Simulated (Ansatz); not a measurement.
A run of Ansatz 0.2.0:

Contents of input.yaml:

```yaml
crystal:
  lattice:
    - [3.18, 0.0, 0.0]
    - [-1.59, 2.753960784, 0.0]
    - [0.0, 0.0, 5.166]
  atoms:
    - { symbol: Ga, position: [0.6666666667, 0.3333333333, 0.5] }
    - { symbol: Ga, position: [0.3333333333, 0.6666666667, 0.0] }
    - { symbol: "N", position: [0.6666666667, 0.3333333333, 0.875] }
    - { symbol: "N", position: [0.3333333333, 0.6666666667, 0.375] }
hamiltonian:
  xc: cam_b3lyp
  pseudopotentials: { kind: paw }
kpoints:
  mp_grid: { grid: [5, 5, 3] }
scf:
  occupations: { method: fermi_dirac, width: 0.05 }
output:
  forces: true
  stress: true
  write_density: true
  write_potential: true
  elf: true
  volumetric_format: npy
relax:
  f_tol: 0.01
  max_steps: 40
  cell: { stress_tol: 0.05 }
```

Potentials or basis: Ansatz PAW.

Launch:

```bash
$ ansatz run input.yaml --threads 2 --pin off --max-ram 5632MiB --backend cpu --events-out ev --progress --plain --runs-dir out
```

Hardware: 2 threads of Intel(R) Xeon(R) 6975P-C (Granite Rapids) (shared host).

Problem. How long does it take, and how much memory?

Solution. It took 64 s on 2 threads of Intel(R) Xeon(R) 6975P-C (Granite Rapids), on a shared host, peak memory 0.9 GiB. Counts: scf iterations 93, plane waves 893, k points 10, bands 22, ion steps 6.
